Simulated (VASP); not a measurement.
# PbSe (Fm-3m) in VASP: settings compared

PbSe is run at these levels: r2SCAN+D3(BJ), PBE, PBEsol; tasks: single point.

Program: VASP 6.6.1. These are calculated values, not measurements. Logs are shortened: lines on timing, memory, paths and dates and some standing lists are left out, and cuts for length are marked.

**The experiment to reproduce.**

A printed reference work, monograph reports, for a bulk crystal of PbSe at 4.2 K: band gap 0.15 eV (direct).

How close the calculation comes is told below.

## 1. The cell of the first run

Symmetry: Fm-3m, No. 225, cubic system. The conventional cell has a = 5.866 Å, b = 5.866 Å, c = 5.866 Å, α = 90.00°, β = 90.00°, γ = 90.00°. Pb (site symmetry m-3m) has 6 Se at 2.93 Å within 3.9 Å. Within 3.9 Å of Se (site symmetry m-3m) lie 6 Pb at 2.93 Å.

## 2. Single point, r2SCAN+D3(BJ), non-collinear spin, zero start, spin-orbit coupling (25.23 Å³/atom)

Input file POSCAR:

```
PbSe
1.0
    0.0000000000      2.9329718371      2.9329718371
    2.9329718371      0.0000000000      2.9329718371
    2.9329718371      2.9329718371      0.0000000000
Pb Se
1 1
Direct
    0.0000000000      0.0000000000      0.0000000000
    0.5000000000      0.5000000000      0.5000000000
```

Input file INCAR.step1:

```
SYSTEM = PbSe
PREC = Accurate
ENCUT = 520
ISMEAR = 0
SIGMA = 0.01
LREAL = .False.
LASPH = .True.
NELM = 150
MAGMOM = 0 0 0 0 0 0
LSORBIT = .True.
GGA_COMPAT = .False.
NBANDS = 32
GGA = PE
ALGO = Normal
EDIFF = 1E-4
LWAVE = .True.
LCHARG = .False.
```

Input file INCAR.step2:

```
SYSTEM = PbSe
PREC = Accurate
ENCUT = 520
EDIFF = 1E-7
ISMEAR = 0
SIGMA = 0.01
LREAL = .False.
LASPH = .True.
NELM = 150
ALGO = Normal
ISIF = 2
LWAVE = .False.
LCHARG = .False.
MAGMOM = 0 0 0 0 0 0
LORBIT = 11
LSORBIT = .True.
GGA_COMPAT = .False.
LORBMOM = .True.
METAGGA = R2SCAN
LMIXTAU = .True.
IVDW = 12
VDW_S6 = 1.0
VDW_S8 = 0.78981345
VDW_A1 = 0.49484001
VDW_A2 = 5.73083694
NBANDS = 32
ISTART = 1
```

Input file KPOINTS:

```
regular mesh
0
Gamma
  8 8 8
  0 0 0
```

Potentials or basis: VASP PAW PBE potentials, release 64 (Pb_d, Se).

Run with:

```
$ cat potpaw_PBE.64/Pb_d/POTCAR potpaw_PBE.64/Se/POTCAR > POTCAR
$ cp INCAR.step1 INCAR
$ mpirun -np 1 vasp_ncl > vasp.out
$ cp INCAR.step2 INCAR
$ mpirun -np 1 vasp_ncl > vasp.out
```

OUTCAR:

```text
SYSTEM = PbSe
   PREC = Accurate
   ENCUT = 520
   EDIFF = 1E-7
   ISMEAR = 0
   LREAL = .False.
   LASPH = .True.
   NELM = 150
   ISIF = 2
   LORBIT = 11
   LSORBIT = .True.
   METAGGA = R2SCAN
   IVDW = 12
   ISTART = 1
 IVDW          = 12

 ion  position               nearest neighbor table
   1  0.000  0.000  0.000-   2 2.93   2 2.93   2 2.93   2 2.93   2 2.93   2 2.93
   2  0.500  0.500  0.500-   1 2.93   1 2.93   1 2.93   1 2.93   1 2.93   1 2.93

  LATTYP: Found a face centered cubic cell.
 ALAT       =     5.8659436742

  Lattice vectors:

 A1 = (   0.0000000000,   2.9329718371,   2.9329718371)
 A2 = (   2.9329718371,   0.0000000000,   2.9329718371)
 A3 = (   2.9329718371,   2.9329718371,   0.0000000000)

Analysis of symmetry for initial positions (statically):
=====================================================================
 Subroutine PRICEL returns:
 Original cell was already a primitive cell.

 Routine SETGRP: Setting up the symmetry group for a
 face centered cubic supercell.

 Subroutine GETGRP returns: Found 48 space group operations
 (whereof 48 operations were pure point group operations)
 out of a pool of 48 trial point group operations.

The static configuration has the point symmetry O_h .

Analysis of symmetry for dynamics (positions and initial velocities):
=====================================================================
 Subroutine PRICEL returns:
 Original cell was already a primitive cell.

 Routine SETGRP: Setting up the symmetry group for a
 face centered cubic supercell.

 Subroutine GETGRP returns: Found 48 space group operations
 (whereof 48 operations were pure point group operations)
 out of a pool of 48 trial point group operations.

The dynamic configuration has the point symmetry O_h .

Analysis of structural, dynamic, and magnetic symmetry:
=====================================================================
 Subroutine PRICEL returns:
 Original cell was already a primitive cell.

 Routine SETGRP: Setting up the symmetry group for a
 face centered cubic supercell.

 Subroutine GETGRP returns: Found 48 space group operations
 (whereof 48 operations were pure point group operations)
 out of a pool of 48 trial point group operations.

The overall configuration has the point symmetry O_h .

 Subroutine INISYM returns: Found 48 space group operations
 (whereof 48 operations are pure point group operations),
[... 1023 lines left out ...]
      0.00000      0.00000      0.00000        -0.000000      0.000000      0.000000
      2.93297      2.93297      2.93297         0.000000      0.000000     -0.000000
 -----------------------------------------------------------------------------------
    total drift:                                0.000000     -0.000000     -0.000000

  FREE ENERGIE OF THE ION-ELECTRON SYSTEM (eV)
  ---------------------------------------------------
  free  energy   TOTEN  =       -72.4895591290 eV

  energy  without entropy=      -72.4895591290  energy(sigma->0) =      -72.48955913

 orbital moment (x)

 # of ion     p       d       tot
 ----------------------------------------
  1        -0.000   0.000  -0.000
  2        -0.000   0.000  -0.000
 ----------------------------------------
           -0.000   0.000  -0.000

 orbital moment (y)

 # of ion     p       d       tot
 ----------------------------------------
  1        -0.000  -0.000  -0.000
  2         0.000   0.000   0.000
 ----------------------------------------
            0.000  -0.000   0.000

 orbital moment (z)

 # of ion     p       d       tot
 ----------------------------------------
  1         0.000   0.000   0.000
  2         0.000   0.000   0.000
 ----------------------------------------
            0.000   0.000   0.000

 Spin-Orbit-Coupling matrix elements

 Ion:    1  E_soc:     -0.8283193
 l=   1
     0.0000000    -0.0728260    -0.0728260
    -0.0728260     0.0000000    -0.0728260
    -0.0728260    -0.0728260     0.0000000
 l=   2
     0.0000000    -0.0131191     0.0000000    -0.0131191    -0.0521082
    -0.0131191     0.0000000    -0.0390811    -0.0131191    -0.0130270
     0.0000000    -0.0390811     0.0000000    -0.0390811     0.0000000
    -0.0131191    -0.0131191    -0.0390811     0.0000000    -0.0130270
    -0.0521082    -0.0130270     0.0000000    -0.0130270     0.0000000
 l=   3
     0.0000000     0.0000000     0.0000000     0.0000000     0.0000000     0.0000000     0.0000000
     0.0000000     0.0000000     0.0000000     0.0000000     0.0000000     0.0000000     0.0000000
     0.0000000     0.0000000     0.0000000     0.0000000     0.0000000     0.0000000     0.0000000
     0.0000000     0.0000000     0.0000000     0.0000000     0.0000000     0.0000000     0.0000000
     0.0000000     0.0000000     0.0000000     0.0000000     0.0000000     0.0000000     0.0000000
     0.0000000     0.0000000     0.0000000     0.0000000     0.0000000     0.0000000     0.0000000
     0.0000000     0.0000000     0.0000000     0.0000000     0.0000000     0.0000000     0.0000000

 Ion:    2  E_soc:     -0.0449361
 l=   1
     0.0000000    -0.0075147    -0.0075147
    -0.0075147     0.0000000    -0.0075147
    -0.0075147    -0.0075147     0.0000000
 l=   2
     0.0000000    -0.0000034     0.0000000    -0.0000034     0.0000287
    -0.0000034     0.0000000     0.0000216    -0.0000034     0.0000072
     0.0000000     0.0000216     0.0000000     0.0000216     0.0000000
    -0.0000034    -0.0000034     0.0000216     0.0000000     0.0000072
     0.0000287     0.0000072     0.0000000     0.0000072     0.0000000
 l=   3
     0.0000000     0.0000000     0.0000000     0.0000000     0.0000000     0.0000000     0.0000000
     0.0000000     0.0000000     0.0000000     0.0000000     0.0000000     0.0000000     0.0000000
     0.0000000     0.0000000     0.0000000     0.0000000     0.0000000     0.0000000     0.0000000
     0.0000000     0.0000000     0.0000000     0.0000000     0.0000000     0.0000000     0.0000000
     0.0000000     0.0000000     0.0000000     0.0000000     0.0000000     0.0000000     0.0000000
     0.0000000     0.0000000     0.0000000     0.0000000     0.0000000     0.0000000     0.0000000
     0.0000000     0.0000000     0.0000000     0.0000000     0.0000000     0.0000000     0.0000000

 total charge

# of ion       s       p       d       tot
------------------------------------------
    1        1.459   0.628   9.849  11.936
    2        1.472   2.418   0.030   3.920
--------------------------------------------------
tot          2.932   3.046   9.879  15.857

 magnetization (x)

# of ion       s       p       d       tot
------------------------------------------
    1        0.000   0.000  -0.000  -0.000
    2        0.000  -0.000  -0.000   0.000
--------------------------------------------------
tot          0.000  -0.000  -0.000   0.000

 magnetization (y)

# of ion       s       p       d       tot
------------------------------------------
    1        0.000   0.000   0.000   0.000
    2        0.000   0.000   0.000   0.000
--------------------------------------------------
tot          0.000   0.000   0.000   0.000

 magnetization (z)

# of ion       s       p       d       tot
------------------------------------------
    1        0.000   0.000  -0.000   0.000
    2       -0.000   0.000  -0.000  -0.000
--------------------------------------------------
tot         -0.000   0.000  -0.000  -0.000
```

Run time: 15 min. Hardware: 1 thread of AMD EPYC 7R43 (Zen 3), shared host; peak memory 0.35 GiB.

What came out:

```yaml
Free_energy: -72.4896 eV
Pressure: 9.3 GPa
Net_moment: 0.00 μB per cell
Valence_electrons_inside_the_program's_atomic_spheres: Pb 11.94; Se 3.92
Dispersion_energy_per_atom: -0.198 eV
```

Moments on the atoms (μB; x, y, z):
```
Pb  0.00 0.00 0.00
Se  0.00 0.00 0.00
```

Caveat: three body term missing; the cell stands under pressure; the PAW data sets were made with another functional, which shifts forces and pressure a little.

## 3. Single point, PBE

This run uses another cell than the first one, of 28.67 Å³/atom.

Input file INCAR:

```
SYSTEM = PbSe
  PREC = Accurate
  ENCUT = 520
  EDIFF = 1E-6
  ISMEAR = 0
  SIGMA = 0.028999999999999998
  LREAL = .FALSE.
  LASPH = .TRUE.
  NELM = 60
  ALGO = Normal
  ISIF = 2
  LWAVE = .FALSE.
  LCHARG = .FALSE.
  GGA = PE
  NBANDS = 17
```

Input file KPOINTS:

```
regular mesh
0
G
  8 8 8
  0 0 0
```

Input file POSCAR:

```
PbSe
1.0
    0.0000000000      3.0606500000      3.0606500000
    3.0606500000      0.0000000000      3.0606500000
    3.0606500000      3.0606500000      0.0000000000
Pb Se
1 1
Direct
    0.0000000000      0.0000000000      0.0000000000
    0.5000000000      0.5000000000      0.5000000000
```

Potentials or basis: VASP PAW PBE potentials, release 64 (Pb_d, Se).

Run with:

```
$ cat potpaw_PBE.64/Pb_d/POTCAR potpaw_PBE.64/Se/POTCAR > POTCAR
$ mpirun -np 1 vasp_std > vasp.out
```

OUTCAR:

```text
SYSTEM = PbSe
   PREC = Accurate
   ENCUT = 520
   EDIFF = 1E-6
   ISMEAR = 0
   LREAL = .FALSE.
   LASPH = .TRUE.
   NELM = 60
   ISIF = 2
   GGA = PE

 ion  position               nearest neighbor table
   1  0.000  0.000  0.000-   2 3.06   2 3.06   2 3.06   2 3.06   2 3.06   2 3.06
   2  0.500  0.500  0.500-   1 3.06   1 3.06   1 3.06   1 3.06   1 3.06   1 3.06

  LATTYP: Found a face centered cubic cell.
 ALAT       =     6.1213000000

  Lattice vectors:

 A1 = (   0.0000000000,   3.0606500000,   3.0606500000)
 A2 = (   3.0606500000,   0.0000000000,   3.0606500000)
 A3 = (   3.0606500000,   3.0606500000,   0.0000000000)
[... 648 lines left out ...]
      5     -11.7319      2.00000
      6      -7.2659      2.00000
[... 9 lines left out ...]
     16      15.9114      0.00000
     17      15.9961      0.00000

 [... further k-points ...]
[... 5 lines left out ...]
  --------------------------------------------------------------------------------------
  -------------------------------------------------------------------------------------
  Total        0.8595970      0.8595970      0.8595970      0.0000000      0.0000000     -0.0000000
  in kB       24.0178684     24.0178684     24.0178684      0.0000000      0.0000000     -0.0000000
  external PRESSURE =      24.0178684 kB  Pullay stress =       0.0000000 kB

 VOLUME and BASIS-vectors are now :
 -----------------------------------------------------------------------------
  energy-cutoff  :      520.00
  volume of cell :       57.34
      direct lattice vectors                 reciprocal lattice vectors
     0.000000000  3.060650000  3.060650000    -0.163363991  0.163363991  0.163363991
     3.060650000  0.000000000  3.060650000     0.163363991 -0.163363991  0.163363991
     3.060650000  3.060650000  0.000000000     0.163363991  0.163363991 -0.163363991

 POSITION                                       TOTAL-FORCE (eV/Angst)
 -----------------------------------------------------------------------------------
      0.00000      0.00000      0.00000        -0.000000     -0.000000     -0.000000
      3.06065      3.06065      3.06065         0.000000      0.000000      0.000000
 -----------------------------------------------------------------------------------
    total drift:                                0.000000     -0.000000     -0.000000

  FREE ENERGIE OF THE ION-ELECTRON SYSTEM (eV)
  ---------------------------------------------------
  free  energy   TOTEN  =        -8.1783345016 eV

  energy  without entropy=       -8.1783345016  energy(sigma->0) =       -8.17833450
```

OSZICAR:

```text
N       E                     dE             d eps       ncg     rms          rms(c)
DAV:   1     0.159308636520E+03    0.15931E+03   -0.95315E+03   986   0.119E+03
DAV:   2     0.312517701652E+01   -0.15618E+03   -0.15032E+03  1062   0.311E+02
DAV:   3    -0.819036588672E+01   -0.11316E+02   -0.11244E+02  1244   0.888E+01
DAV:   4    -0.845790716585E+01   -0.26754E+00   -0.26739E+00  1272   0.155E+01
DAV:   5    -0.846672065972E+01   -0.88135E-02   -0.88132E-02  1385   0.268E+00    0.277E+00
DAV:   6    -0.818014383191E+01    0.28658E+00   -0.70532E-01  1514   0.579E+00    0.157E+00
DAV:   7    -0.817526625284E+01    0.48776E-02   -0.11895E-01  1182   0.166E+00    0.854E-01
DAV:   8    -0.817866055867E+01   -0.33943E-02   -0.12669E-02  1197   0.123E+00    0.154E-01
DAV:   9    -0.817827151537E+01    0.38904E-03   -0.26766E-03  1510   0.510E-01    0.502E-02
DAV:  10    -0.817832726945E+01   -0.55754E-04   -0.22163E-04  1166   0.845E-02    0.182E-02
DAV:  11    -0.817833459965E+01   -0.73302E-05   -0.62479E-05  1299   0.776E-02    0.950E-03
DAV:  12    -0.817833450158E+01    0.98071E-07   -0.32618E-06  1180   0.122E-02
   1 F= -.81783345E+01 E0= -.81783345E+01  d E =-.128351E-13
```

Run time: 37 s. Hardware: 1 thread of Intel Xeon 8259CL, shared host; peak memory 0.19 GiB.

Results:

* Free energy: -8.1783 eV
* Pressure: 2.4 GPa
* Band gap on the k mesh: 0.29 eV

Levels at points of the mesh, in eV from the valence-band top:
| k point | band 6 | band 7 | band 8 | band 9 | band 10 | band 11 | band 12 | band 13 | band 14 | band 15 |
| --- | --- | --- | --- | --- | --- | --- | --- | --- | --- | --- |
| (0.00, 0.00, 0.00) | -13.59 | -6.30 | -1.88 | -1.88 | -1.88 | 4.71 | 4.71 | 4.71 | 6.52 | 6.52 |
| (0.50, 0.00, 0.00) | -12.53 | -8.80 | -1.47 | -1.47 | 0.00 | 0.29 | 1.70 | 1.70 | 8.55 | 10.15 |
| (0.50, 0.50, 0.00) | -12.16 | -7.38 | -4.98 | -3.24 | -3.24 | 3.69 | 5.61 | 5.61 | 6.05 | 11.29 |

Caveat: spin-orbit coupling is left out, which moves the levels of the heavy elements.

## 4. Single point, PBEsol

This run uses another cell than the first one, of 28.40 Å³/atom.

Input file INCAR:

```
SYSTEM = PbSe
ALGO = Normal
EDIFF = 1E-7
ENCUT = 520
GGA = PS
ISIF = 2
ISMEAR = -1
LASPH = .TRUE.
LCHARG = .FALSE.
LREAL = .FALSE.
LWAVE = .FALSE.
NBANDS = 17
NELM = 80
PREC = Accurate
SIGMA = 0.05
```

Input file KPOINTS:

```
k-points
0
G
  8 8 8
  0 0 0
```

Input file POSCAR:

```
PbSe
1.0
    0.0000000000      3.0509595989      3.0509595989
    3.0509595989      0.0000000000      3.0509595989
    3.0509595989      3.0509595989      0.0000000000
Pb Se
1 1
Direct
    0.0000000000      0.0000000000      0.0000000000
    0.5000000000      0.5000000000      0.5000000000
```

Run with:

```
$ cat potpaw_PBE.64/Pb_d/POTCAR potpaw_PBE.64/Se/POTCAR > POTCAR
$ mpirun -np 1 vasp_std > vasp.out
```

Wall time 44 s (1 thread of Intel Xeon 8259CL, shared host); peak memory 0.19 GiB.

Results (log left out):

```yaml
Free_energy: -8.9179 eV
Pressure: 0.0 GPa
Band_gap_on_the_k_mesh: 0.17 eV
```

Levels at points of the mesh, in eV from the valence-band top:
```csv
k point,band 8,band 9,band 10,band 11,band 12,band 13
"(0.00, 0.00, 0.00)",-1.92,-1.92,-1.92,4.69,4.69,4.69
"(0.50, 0.00, 0.00)",-1.50,-1.50,0.00,0.17,1.62,1.62
"(0.50, 0.50, 0.00)",-5.11,-3.31,-3.31,3.53,5.61,5.61
```

Caveat: the PAW data sets were made with another functional, which shifts forces and pressure a little; spin-orbit coupling is left out, which moves the levels of the heavy elements.

## 5. Summary

```csv
level,spin,cell,smearing,gap on the mesh (eV),pressure (GPa)
r2SCAN+D3(BJ),"non-collinear, zero start, SOC","a = 4.148 Å, angles 60.0°, 2 atoms",gaussian 0.01 eV,-,9.3
PBE,off,"a = 4.328 Å, angles 60.0°, 2 atoms",gaussian 0.029 eV,0.29,2.4
PBEsol,off,"a = 4.315 Å, angles 60.0°, 2 atoms",fermi-dirac 0.05 eV,0.17,0.0
```

Alike in all rows: task single point; potentials or basis VASP PAW PBE potentials, release 64 (Pb_d, Se); k mesh 8 × 8 × 8; cutoff (eV) 520.

Caveats: the PAW data sets were made with another functional, which shifts forces and pressure a little (at least some runs); spin-orbit coupling is left out, which moves the levels of the heavy elements (at least some runs); three body term missing (at least some runs); the cell stands under pressure (at least some runs).

Total energies depend on the potentials used, so only differences within one code and one set of settings carry meaning.

## 6. Comparison with measurements

Step 4. A measured gap of PbSe is 0.15 eV (direct; 4.2 K; a printed reference work, monograph); the calculated 0.17 eV misses it by +0.02 eV. 2 values of this kind are on record (0.15 to 0.28 eV); this one was drawn at random. Spin-orbit coupling on Pb, Se is left out. The value is that of PBEsol on a finite k mesh, which can miss the band edges, without temperature or zero-point motion.
